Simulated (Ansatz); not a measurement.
Consider the hydrogenolysis of a Zn–C bond: `CC[C](=O)[ZnH]` + H₂ → `[ZnH2]` + `CCC=O`.

Computed with Ansatz on PBE0-D4/def2-TZVP structures; ΔE is electronic, products minus reactants. CBS: MP2 limit from def2 TZ/QZ plus the TZ coupled-cluster correction, frozen cores. This one scheme is used for every species. DFT in def2-TZVPP. B3LYP here is the variant with VWN-RPA as its local correlation; programs differ in this. For Zn outer-core shells are correlated without core-valence functions, which leaves a few kJ/mol of doubt a bond. Scalar relativity is left out up to krypton. Each species was taken in one conformer, which may not be the lowest.

Q: Is it downhill or uphill in electronic energy at CCSD(T)/CBS, and by how much? (Estimate.)

A: The calculation gave: Downhill: ΔE = -8.8 kcal/mol.

Q: What do these levels give: B3LYP-D4, ωB97X-V, ωB97M-V, B2PLYP, PBE, r2SCAN, SCS-MP2/def2-TZVPP, CCSD/def2-TZVPP, CCSD(T)/def2-TZVPP, HF/def2-QZVPP, MP2/CBS(def2), CCSD/CBS(def2)? (An estimate is asked.)

A: Ansatz gave: B3LYP-D4 -9.2, ωB97X-V -10.7, ωB97M-V -10.3, B2PLYP -10.3, PBE -8.4, r2SCAN -8.7, SCS-MP2/def2-TZVPP -10.5, CCSD/def2-TZVPP -11.7, CCSD(T)/def2-TZVPP -10.0, HF/def2-QZVPP -17.9, MP2/CBS(def2) -7.7, CCSD/CBS(def2) -10.6 kcal/mol.

Largest T1 diagnostic among the species: 0.016.

From PBE to PBE0 (25 % exact exchange), in def2-TZVPP and without D4, ΔE moves by −2.7 kcal/mol. The D4 term adds +1.9 kcal/mol with B3LYP and +1.0 kcal/mol with PBE0; it sums over pairs of atoms, weighted by their polarisabilities, and B3LYP, whose exchange is more repulsive, gets the larger term.
